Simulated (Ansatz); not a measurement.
## S, rhombohedral S6: geometry optimisation

All numbers below come from DFT, LDA (PW92), plane waves (420 eV) with PAW, scalar-relativistic (Ansatz). (PAW data from PBE, frozen cores regenerated.)

k-point mesh 5×5×5, Fermi-Dirac smearing 0.05 eV, no spin polarisation. Cell and atoms relax.

Starting structure:

```yaml
crystal:
  lattice:
    - [5.3830001089, 3.1078765619, 1.40833]
    - [-5.3830001089, 3.1078765619, 1.40833]
    - [0.0, -6.2157531238, 1.40833]
  atoms:
    - { symbol: S, position: [0.5845, 0.351, 0.2465] }
    - { symbol: S, position: [0.2465, 0.5845, 0.351] }
    - { symbol: S, position: [0.351, 0.2465, 0.5845] }
    - { symbol: S, position: [0.4155, 0.649, 0.7535] }
    - { symbol: S, position: [0.7535, 0.4155, 0.649] }
    - { symbol: S, position: [0.649, 0.7535, 0.4155] }
hamiltonian:
  xc: lda
  pseudopotentials:
    kind: paw
    azcp:
      S: "pseudopotentials/S.paw.azcp"
basis:
  ecutwfc: 420
  fft_grid_basis: typed
kpoints:
  mp_grid: { grid: [5, 5, 5], shift: [0, 0, 0] }
magnetization:
  spin_polarized: false
scf:
  occupations: { method: fermi_dirac, width: 0.05 }
relax:
  max_steps: 60
  f_tol: 0.01
  cell: {}
```

Question: The pressure at the start is -1.6 GPa. By how much does the volume change?

Answer: From 23.56 to 20.28 Å³ per atom, -13.9 %. The final cell has a = 10.211 Å, c = 4.042 Å (c/a = 0.396).

Question: How much energy does the relaxation gain?

Answer: 25.0 meV per atom.
